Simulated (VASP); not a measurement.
# MgO (P6_3mc) in VASP: notebook, part 2 of 2

VASP 6.6.1.

### Step 3. Single point, r2SCAN

INCAR

```
SYSTEM = MgO
  PREC = Accurate
  ENCUT = 800
  EDIFF = 0.01
  ISMEAR = 0
  SIGMA = 0.05
  LREAL = .False.
  LASPH = .True.
  NELM = 100
  ALGO = Normal
  ISIF = 2
  LWAVE = .False.
  LCHARG = .False.
  METAGGA = R2SCAN
  LMIXTAU = .True.
  NBANDS = 16
  ADDGRID = .False.
```

KPOINTS

```
Automatic mesh
0
Gamma
  4 4 2
  0 0 0
```

POSCAR

```
MgO
1.0
    3.3077869865      0.0000000000      0.0000000000
   -1.6538934933      2.8646275606      0.0000000000
    0.0000000000      0.0000000000      4.9828816700
Mg O
2 2
Direct
    0.6747690000      0.3351150000      0.5028290000
    0.3311760000      0.6515210000      0.0154490000
    0.6888710000      0.3367780000      0.8828130000
    0.3168690000      0.6615630000      0.3988200000
```

Potentials or basis: VASP PAW PBE potentials, release 64 (Mg, O_h).

Started as:

```bash
$ cat potpaw_PBE.64/Mg/POTCAR potpaw_PBE.64/O_h/POTCAR > POTCAR
$ mpirun -np 1 vasp_std > vasp.out
```

OUTCAR:

```text
SYSTEM = MgO
   PREC = Accurate
   ENCUT = 800
   EDIFF = 0.01
   ISMEAR = 0
   LREAL = .False.
   LASPH = .True.
   NELM = 100
   ISIF = 2
   METAGGA = R2SCAN

 Found     20 irreducible k-points:

 Following reciprocal coordinates:
            Coordinates               Weight
  0.000000  0.000000  0.000000      1.000000
  0.250000  0.000000  0.000000      2.000000
  0.000000  0.250000  0.000000      2.000000
 -0.250000  0.250000  0.000000      2.000000
  0.500000  0.000000  0.000000      1.000000
  0.000000  0.500000  0.000000      1.000000
   k-points           NKPTS =     20   k-points in BZ     NKDIM =     20   number of bands    NBANDS=     16
   number of dos      NEDOS =    301   number of ions     NIONS =      4
   total plane-waves  NPLWV =  49152
   dimension x,y,z NGX =    32 NGY =   32 NGZ =   48
   dimension x,y,z NGXF=    64 NGYF=   64 NGZF=   96
   ions per type =               2   2
   NGX,Y,Z   is equivalent  to a cutoff of  16.08, 16.08, 16.01 a.u.
   NGXF,Y,Z  is equivalent  to a cutoff of  32.17, 32.17, 32.03 a.u.
 SYSTEM =  MgO
   PREC   = accura    normal or accurate (medium, high low for compatibility)
   ISTART =      0    job   : 0-new  1-cont  2-samecut
   ICHARG =      2    charge: 1-file 2-atom 10-const
   ISPIN  =      1    spin polarized calculation?
   LNONCOLLINEAR =      F non collinear calculations
   LSORBIT =      F    spin-orbit coupling
   LASPH  =      T    aspherical Exc in radial PAW
   ENCUT  =  800.0 eV  58.80 Ry    7.67 a.u.   7.63  7.63 11.49*2*pi/ulx,y,z
   NELM   =    100;   NELMIN=  2; NELMDL= -5     # of ELM steps
   EDIFF  = 0.1E-01   stopping-criterion for ELM
   LREAL  =      F    real-space projection
   EDIFFG = 0.1E+00   stopping-criterion for IOM
   NSW    =      0    number of steps for IOM
   IBRION =     -1    ionic relax: 0-MD 1-quasi-New 2-CG
   NFREE  =      0    steps in history (QN), initial steepest desc. (CG)
   ISIF   =      2    stress and relaxation
   ISYM   =      2    0-nonsym 1-usesym 2-fastsym
   POTIM  = 0.5000    time-step for ionic-motion
   TEBEG  =    0.0;   TEEND  =   0.0 temperature during run
   PSTRESS=    0.0 pullay stress
   NELECT =      16.0000    total number of electrons
   NUPDOWN=      -1.0000    fix difference up-down
   EMIN   =  10.00;   EMAX   =-10.00  energy-range for DOS
   EFERMI =   0.00;   METHOD = LEGACY
   ISMEAR =     0;   SIGMA  =   0.05  broadening in eV -4-tet -1-fermi 0-gaus
   EFERMI_NEDOS =   21; number of points for ismear=-14 and -15
   IALGO  =     38    algorithm
   IMIX   =      4    mixing-type and parameters
     AMIX     =   0.40;   BMIX     =  1.00
     AMIX_MAG =   1.60;   BMIX_MAG =  1.00
  volume/ion in A,a.u.               =      11.80        79.66
  Fermi-wavevector in a.u.,A,eV,Ry     =   1.141351  2.156842 17.724080  1.302683
  Thomas-Fermi vector in A             =   2.278052
   LORBIT       =      0    0 simple, 1 ext, 2 COOP (PROOUT), +10 PAW based schemes
   METAGGA = R2SCAN    functional components
   LHFCALC =     F    Hartree Fock is set to
   AEXX    =    0.0000 exact exchange contribution
   IVDW    =     0    specifies the selected vdW correction
   LEPSILON=     F    determine dielectric tensor
   LRPA    =     F    only Hartree local field effects (RPA)
 non-spin polarized calculation
 Gauss-broadening in eV      SIGMA  =   0.05
  energy-cutoff  :      800.00
  volume of cell :       47.22
 maximum number of plane-waves:      2446
 NGX is ok and might be reduce to    32
   NGX = 15   NGY = 15   NGZ = 23

 number of electron      16.0000000 magnetization

 Free energy of the ion-electron system (eV)
  ---------------------------------------------------
  ext. energy  EPLUGINS =         0.00000000
  ---------------------------------------------------
  free energy    TOTEN  =       -31.70321529 eV

  energy without entropy =      -31.70321529  energy(sigma->0) =      -31.70321529

 E-fermi :   1.2548     XC(G=0): -10.1941

 val. band max:        0.9473307025   @ k =   0.0000   0.0000   0.0000
 cond. band min:       5.1482667641   @ k =   0.0000   0.0000   0.0000
 fundamental gap:      4.2009360616
 Fermi energy:         1.2547920521

 k-point     1 :       0.0000    0.0000    0.0000
  band No.  band energies     occupation
      1     -16.1907      2.00000
      2     -15.3438      2.00000
      3      -2.2199      2.00000
      4       0.1642      2.00000
      5       0.3135      2.00000
      6       0.7000      2.00000
[... 8 lines left out ...]
     15      18.4031      0.00000
     16      18.9418      0.00000

 k-point     2 :       0.2500    0.0000    0.0000
  band No.  band energies     occupation
      1     -15.9250      2.00000
      2     -15.2714      2.00000
      3      -1.6542      2.00000
      4      -0.9789      2.00000
      5      -0.4515      2.00000
      6       0.0235      2.00000
[... 8 lines left out ...]
     15      17.0379      0.00000
     16      17.7574      0.00000

 k-point     3 :       0.0000    0.2500    0.0000
  band No.  band energies     occupation
      1     -15.9335      2.00000
      2     -15.2645      2.00000
      3      -1.6697      2.00000
      4      -1.0282      2.00000
      5      -0.3208      2.00000
      6      -0.0496      2.00000
[... 8 lines left out ...]
     15      17.1437      0.00000
     16      17.8003      0.00000

 k-point     4 :      -0.2500    0.2500    0.0000
  band No.  band energies     occupation
      1     -15.9366      2.00000
      2     -15.2606      2.00000
      3      -1.6781      2.00000
      4      -1.0549      2.00000
      5      -0.3141      2.00000
      6      -0.0686      2.00000
[... 8 lines left out ...]
     15      17.2190      0.00000
     16      17.7034      0.00000

 k-point     5 :       0.5000    0.0000    0.0000
  band No.  band energies     occupation
      1     -15.5908      2.00000
      2     -15.2517      2.00000
      3      -1.9726      2.00000
      4      -1.2254      2.00000
      5      -0.5869      2.00000
      6      -0.2111      2.00000
[... 8 lines left out ...]
     15      16.2780      0.00000
     16      18.3657      0.00000

 k-point     6 :       0.0000    0.5000    0.0000
  band No.  band energies     occupation
      1     -15.6227      2.00000
      2     -15.2228      2.00000
      3      -2.0677      2.00000
      4      -1.0702      2.00000
      5      -0.7481      2.00000
      6      -0.2844      2.00000
[... 8 lines left out ...]
     15      16.7607      0.00000
     16      18.3088      0.00000

 [... further k-points ...]

------------------------ aborting loop because EDIFF is reached ----------------------------------------

  FORCE on cell =-STRESS in cart. coord.  units (eV):
  Direction    XX          YY          ZZ          XY          YZ          ZX
  --------------------------------------------------------------------------------------
  -------------------------------------------------------------------------------------
  Total       -1.2922047     -2.2404627      1.4757471      0.9247380      0.0690521     -0.0756013
  in kB      -43.8485881    -76.0259799     50.0767612     31.3792819      2.3431559     -2.5653918
  external PRESSURE =     -23.2659356 kB  Pullay stress =       0.0000000 kB

 VOLUME and BASIS-vectors are now :
 -----------------------------------------------------------------------------
  energy-cutoff  :      800.00
  volume of cell :       47.22
      direct lattice vectors                 reciprocal lattice vectors
     3.307786987  0.000000000  0.000000000     0.302316928  0.174542760  0.000000000
    -1.653893493  2.864627561  0.000000000     0.000000000  0.349085519  0.000000000
     0.000000000  0.000000000  4.982881670     0.000000000  0.000000000  0.200687086

 POSITION                                       TOTAL-FORCE (eV/Angst)
 -----------------------------------------------------------------------------------
      1.67775      0.95998      2.50554        -0.657000     -0.280107     -0.195172
      0.01791      1.86637      0.07698         0.367906      0.400147     -1.344038
      1.72164      0.96474      4.39895        -0.505839     -0.381068      1.524525
     -0.04602      1.89513      1.98727         0.794934      0.261028      0.014685
 -----------------------------------------------------------------------------------
    total drift:                               -0.000536     -0.001055     -0.006956

  FREE ENERGIE OF THE ION-ELECTRON SYSTEM (eV)
  ---------------------------------------------------
  free  energy   TOTEN  =       -31.7032152865 eV

  energy  without entropy=      -31.7032152865  energy(sigma->0) =      -31.70321529
```

OSZICAR:

```text
N       E                     dE             d eps       ncg     rms          rms(c)
DAV:   1     0.108926997442E+03    0.10893E+03   -0.97984E+03   640   0.130E+03
DAV:   2    -0.256488026200E+02   -0.13458E+03   -0.11938E+03   976   0.238E+02
DAV:   3    -0.409800675980E+02   -0.15331E+02   -0.15199E+02   800   0.870E+01
DAV:   4    -0.411373088108E+02   -0.15724E+00   -0.15722E+00   712   0.971E+00
DAV:   5    -0.411386727653E+02   -0.13640E-02   -0.13639E-02   744   0.907E-01    0.118E+01
DAV:   6    -0.323522300260E+02    0.87864E+01   -0.13602E+01   648   0.302E+01    0.446E+00
DAV:   7    -0.304493245663E+02    0.19029E+01   -0.12696E+00   656   0.136E+01    0.215E+00
DAV:   8    -0.343846834549E+02   -0.39354E+01   -0.31995E+00   648   0.144E+01    0.408E+00
DAV:   9    -0.320115470379E+02    0.23731E+01   -0.15998E+00   640   0.120E+01    0.239E-01
DAV:  10    -0.316190177460E+02    0.39253E+00   -0.14591E-01   664   0.415E+00    0.905E-01
DAV:  11    -0.316381905421E+02   -0.19173E-01   -0.40972E-02   640   0.173E+00    0.226E-01
DAV:  12    -0.316853917932E+02   -0.47201E-01   -0.11640E-02   480   0.115E+00    0.472E-02
DAV:  13    -0.317015894623E+02   -0.16198E-01   -0.10836E-02   480   0.122E+00    0.515E-02
DAV:  14    -0.317032152865E+02   -0.16258E-02   -0.95352E-04   320   0.267E-01
   1 F= -.31703215E+02 E0= -.31703215E+02  d E =-.333635E-19
```

stdout:

```text
POSCAR found type information on POSCAR MgO
 POSCAR found :  2 types and       4 ions
 scaLAPACK will be used
 -----------------------------------------------------------------------------
|                                                                             |
|                                                                             |
|     You enforced a specific xc type in the INCAR file but a different       |
|     I HOPE YOU KNOW WHAT YOU ARE DOING!                                     |
|                                                                             |
 -----------------------------------------------------------------------------

 LDA part: xc-table for (None), standard interpolation
 POSCAR, INCAR and KPOINTS ok, starting setup
 FFT: planning ... GRIDC
 FFT: planning ... GRID_SOFT
 FFT: planning ... GRID
 WAVECAR not read
 entering main loop
```

Wall time 2.4 min (1 thread of AMD EPYC 7R43 (Zen 3), shared host); peak memory 0.18 GiB.

These settings aren't checked as converged: the numbers below hold their error.

What came out:

| Quantity | Value |
| --- | --- |
| Free energy | -31.7032 eV |
| Largest force | 1.651 eV/Å |
| Band gap on the k mesh | 4.20 eV, direct |

Caveat: the k mesh is coarse (spacing up to 0.63 Å⁻¹), so the values aren't converged; the cutoff is under 1.25 times the usual one of these potentials, so pressure, stress and relaxed cells hold a basis-set (Pulay) error; the PAW data sets were made with another functional, which shifts forces and pressure a little.

### Step 4. Single point, r2SCAN

INCAR: that of step 3 with these lines changed.

```diff
@@ -3,3 +3,3 @@
   ENCUT = 800
-  EDIFF = 0.01
+  EDIFF = 0.001
   ISMEAR = 0
```

KPOINTS is that of step 3.

POSCAR

```
MgO
1.0
    3.3077869865      0.0000000000      0.0000000000
   -1.6538934933      2.8646275606      0.0000000000
    0.0000000000      0.0000000000      4.9828816700
Mg O
2 2
Direct
    0.6666666667      0.3333333333      0.5021597400
    0.3333333333      0.6666666667      0.0021597400
    0.6666666667      0.3333333333      0.9024402600
    0.3333333333      0.6666666667      0.4024402600
```

Started as:

```bash
$ cat potpaw_PBE.64/Mg/POTCAR potpaw_PBE.64/O_h/POTCAR > POTCAR
$ mpirun -np 1 vasp_std > vasp.out
```

It took 66 s on 1 thread of AMD EPYC 7R43 (Zen 3), shared host; peak memory 0.18 GiB.

These settings aren't checked as converged: the numbers below hold their error.

What came out:

```yaml
Free_energy: -31.8682 eV
Largest_force: 0.032 eV/Å
Band_gap_on_the_k_mesh: 4.12 eV, direct
```

Caveat: the k mesh is coarse (spacing up to 0.63 Å⁻¹), so the values aren't converged; the cutoff is under 1.25 times the usual one of these potentials, so pressure, stress and relaxed cells hold a basis-set (Pulay) error; the PAW data sets were made with another functional, which shifts forces and pressure a little.

### Step 5. Single point, r2SCAN

INCAR is that of step 4.

KPOINTS is that of step 4.

POSCAR

```
MgO
1.0
    3.3077869865      0.0000000000      0.0000000000
   -1.6538934933      2.8646275606      0.0000000000
    0.0000000000      0.0000000000      4.9828816700
Mg O
2 2
Direct
    0.6747690000      0.3351150000      0.5028290000
    0.3311760000      0.6515210000      0.0154490000
    0.6888710000      0.3367780000      0.8828130000
    0.3168690000      0.6615630000      0.3988200000
```

Started as:

```bash
$ cat potpaw_PBE.64/Mg/POTCAR potpaw_PBE.64/O_h/POTCAR > POTCAR
$ mpirun -np 1 vasp_std > vasp.out
```

Run time: 2.3 min. Hardware: 1 thread of AMD EPYC 7R43 (Zen 3), shared host; peak memory 0.18 GiB.

The run converged, but some of its settings lie outside the range that counts as converged, so its numbers aren't taken as properties of the crystal.

What came out:

- Free energy: -31.7033 eV
- Largest force: 1.649 eV/Å
- Band gap on the k mesh: 4.20 eV, direct

Caveat: the k mesh is coarse (spacing up to 0.63 Å⁻¹), so the values aren't converged; the cutoff is under 1.25 times the usual one of these potentials, so pressure, stress and relaxed cells hold a basis-set (Pulay) error; the PAW data sets were made with another functional, which shifts forces and pressure a little.

### Step 6. Single point, r2SCAN

INCAR: that of step 5 with these lines changed.

```diff
@@ -3,3 +3,3 @@
   ENCUT = 800
-  EDIFF = 0.001
+  EDIFF = 1E-4
   ISMEAR = 0
```

KPOINTS is that of step 5.

POSCAR

```
MgO
1.0
    3.3077869865      0.0000000000      0.0000000000
   -1.6538934933      2.8646275606      0.0000000000
    0.0000000000      0.0000000000      4.9828816700
Mg O
2 2
Direct
    0.6666666667      0.3333333333      0.5021597400
    0.3333333333      0.6666666667      0.0021597400
    0.6666666667      0.3333333333      0.9024402600
    0.3333333333      0.6666666667      0.4024402600
```

Potentials or basis: VASP PAW PBE potentials, release 64 (Mg, O_h).

Started as:

```bash
$ cat potpaw_PBE.64/Mg/POTCAR potpaw_PBE.64/O_h/POTCAR > POTCAR
$ mpirun -np 1 vasp_std > vasp.out
```

Run time: 81 s. Hardware: 1 thread of AMD EPYC 7R43 (Zen 3), shared host; peak memory 0.18 GiB.

The run converged, but some of its settings lie outside the range that counts as converged, so its numbers aren't taken as properties of the crystal.

Results:

| Item | Value |
| --- | --- |
| Free energy | -31.8684 eV |
| Largest force | 0.033 eV/Å |
| Band gap on the k mesh | 4.12 eV, direct |

Caveat: the k mesh is coarse (spacing up to 0.63 Å⁻¹), so the values aren't converged; the cutoff is under 1.25 times the usual one of these potentials, so pressure, stress and relaxed cells hold a basis-set (Pulay) error; the PAW data sets were made with another functional, which shifts forces and pressure a little.

### Step 7. For comparison

An earlier run on the cell as given: functional PBE; potentials or basis VASP PAW PBE potentials, release 64 (Mg, O); cutoff 520 eV; k mesh 9 × 9 × 6; occupations fermi-dirac, width 0.05 eV; no spin polarisation.

* Pressure: 3.0 GPa
* Largest force: 0.008 eV/Å
* Band gap on the k mesh: 3.46 eV, direct
